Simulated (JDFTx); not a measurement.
The system is Rh.

```
CELL_PARAMETERS angstrom
0.00000 1.89785 1.89785
1.89785 0.00000 1.89785
1.89785 1.89785 0.00000
ATOMIC_POSITIONS crystal
Rh 0.00000 0.00000 0.00000
```

```yaml
Program: JDFTx 1.7.0 (patched build)
Task: single point
Functional: PBEsol
Potentials_or_basis: PseudoDojo-SR-PBEsol-0.4.1-standard with smoothed tails
Cutoff: 1197 eV
Density_cutoff: 4789 eV
k_mesh: 12 × 12 × 12
Occupations: fermi-dirac, width 0.05 eV
Spin: no spin polarisation
```

On this cell: pressure -3.4 GPa; band gap on the k mesh none (metal or under the smearing width).

The same run follows on a disturbed copy (cell strained at random at fixed volume):

```
Rh
1.0
    -0.03933    1.88309    1.96246
     1.90193    0.03281    1.89032
     1.92465    1.83367    0.01009
Rh
1
Direct
  0.00477 0.00350 0.99418
```

Problem. What changes?

Solution. The energy (extrapolated to zero smearing) moves by +43.1 meV/atom; pressure -2.1 GPa; band gap on the k mesh none (metal or under the smearing width).

Stress tensor (GPa, compression positive):
```
 -7.18   1.97   5.54
  1.97   5.21 -10.04
  5.54 -10.04  -4.42
```
